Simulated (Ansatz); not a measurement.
A computed series for RuO2: pressure series

The reference is RuO₂ in the rutile structure (space group P4_2/mnm, No. 136; a = 4.525 Å, c = 3.120 Å).

Cell and atoms are relaxed at each pressure.

The values are results of Ansatz (a first-principles code), PBE, PAW, cutoff 420 eV, without spin-orbit coupling, earlier PAW set, not measurements.

Two rows of this table had their results exchanged by mistake.

```tsv
pressure	volume per atom (Å³)	shortest distance (Å)	band gap
pressure −2 GPa	10.73	1.962	zero
pressure −1 GPa	8.78	1.823	zero
pressure 3 GPa	10.52	1.947	zero
pressure 7 GPa	10.37	1.936	zero
pressure 15 GPa	10.10	1.916	zero
pressure 30 GPa	9.67	1.886	zero
pressure 50 GPa	9.22	1.854	zero
pressure 75 GPa	10.69	1.959	zero
pressure 100 GPa	8.41	1.797	zero
```

Question: Which two?

Answer: The rows for pressure −1 GPa and pressure 75 GPa: the volume has to fall steadily with pressure, so 10.69 Å³ belongs to pressure −1 GPa and 8.78 Å³ to pressure 75 GPa.

Load acts through the strain it causes; cell and atoms are relaxed under it. Whether these cells are dynamically stable was not tested. No other phases were tried under pressure. No Hubbard U is applied, and correlation can decide whether such a compound is a metal. All final runs are without spin polarisation.
